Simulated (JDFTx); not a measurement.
P:

```
P
1.0
     1.64774   -5.46504    0.00000
     1.64774    5.46504    0.00000
     0.00000    0.00000    4.54364
P
4
Cartesian
  1.6477 -4.4173 2.6754
  1.6477 4.4173 1.8683
  1.6477 -1.0477 0.4035
  1.6477 1.0477 4.1401
```

Base run:

| Quantity | Value |
| --- | --- |
| Program | JDFTx 1.7.0 (patched build) |
| Functional | PBE |
| Potentials or basis | PseudoDojo-SR-PBE-0.5-standard |
| Cutoff | 599 eV |
| Density cutoff | 4789 eV |
| k mesh | 8 × 8 × 6 |
| Occupations | fermi-dirac, width 0.05 eV |
| Spin | no spin polarisation |

Its results: band gap on the k mesh 0.09 eV, direct; pressure 2.1 GPa; largest force 0.353 eV/Å.

Question: The run is repeated on the same cell with these changes: functional from PBE to PBEsol; potentials or basis from PseudoDojo-SR-PBE-0.5-standard to PseudoDojo-SR-PBEsol-0.4.1-standard with smoothed tails. What comes out?

Answer: Band gap on the k mesh 0.01 eV, direct; pressure -0.6 GPa; largest force 0.297 eV/Å.

Caveats: the empty levels aren't tightly converged (some runs).

A k mesh can miss the band edges.

Not every run made on this cell is shown here.
